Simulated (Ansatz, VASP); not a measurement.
# MgS in VASP and in Ansatz

The input INCAR:

```
PREC     = Accurate       # precision mode
ENCUT    = 520            # plane-wave cutoff, eV
EDIFF    = 1E-7           # SCF threshold, eV
ISMEAR   = 0              # smearing method
SIGMA    = 0.01           # smearing width, eV
LREAL    = False          # projectors in reciprocal space
LASPH    = True           # aspherical terms in the spheres
NELM     = 80             # most SCF steps
ALGO     = Normal         # electronic algorithm
ISIF     = 2              # what is computed and relaxed
LWAVE    = False          # write WAVECAR
LCHARG   = False          # write CHGCAR
GGA      = PS             # functional
NBANDS   = 11             # bands
```

The input KPOINTS:

```
Automatic mesh
0
Gamma
  8 8 8
```

Contents of POSCAR:

```
MgS
1.0
    2.5650514106      2.5650514106      0.0000000000
   -2.5650514106      2.5650514106      0.0000000000
    0.0000000000      2.5650514106      2.6058036185
Mg S
1 1
Direct
    0.0000000000      0.0000000000      0.0000000000
    0.5000000000      0.5000000000      0.0000000000
```

Input for Ansatz:

```yaml
crystal:
  lattice:
    - [2.56505141058, 2.56505141058, 0.0]
    - [-2.56505141058, 2.56505141058, 0.0]
    - [0.0, 2.56505141058, 2.60580361853]
  atoms:
    - { symbol: Mg, position: [0.0, 0.0, 0.0] }
    - { symbol: S, position: [0.5, 0.5, 0.0] }
kpoints:
  mp_grid: { grid: [8, 8, 8] }
scf:
  occupations: { method: fixed }
  convergence: { dr2_threshold: 1.0e-10 }
hamiltonian:
  xc: pbesol
  pseudopotentials: { kind: all_electron, lapw: { basis_error: 0.0005 } }
output:
  forces: true
  stress: true
  eigenstates:
    kpoints:
      - [0.0, 0.0, 0.0]
      - [-0.5, 0.5, 0.0]
      - [-0.5, -0.5, -0.5]
      - [0.0, 0.0, -0.5]
      - [0.0, -0.5, -0.5]
      - [0.0, 0.5, 0.0]
      - [-0.5, 0.0, 0.0]
      - [-0.5, 0.0, -0.5]
  eigenvalues: true
```

Change from the starting cell: film at in-plane strain -0.01.

Alike in both runs: task single point; functional PBEsol; k mesh 8 × 8 × 8; no spin polarisation.

|  | VASP | Ansatz |
| --- | --- | --- |
| version | VASP 6.6.1 | Ansatz 0.2.0 |
| potentials or method | VASP PAW PBE potentials, release 64 (Mg, S) | all-electron LAPW, scalar-relativistic |
| plane-wave cutoff (eV) | 520 | see its input |
| occupations | gaussian, width 0.01 eV | fixed |

|  | VASP | Ansatz | Ansatz less VASP |
| --- | --- | --- | --- |
| gap on the k mesh at the Fermi level (eV) | 2.69 | 2.69 | -0.002 |
| pressure (GPa) | 1.0 | 1.2 | +0.17 |
| largest component of the traceless stress (GPa) | 1.24 | 1.24 | +0.002 |

Ansatz ran all-electron here, so the differences hold the error of VASP's frozen core and of both bases.

Caveats: the PAW data sets were made with another functional, which shifts forces and pressure a little (VASP). A k mesh can miss the band edges.
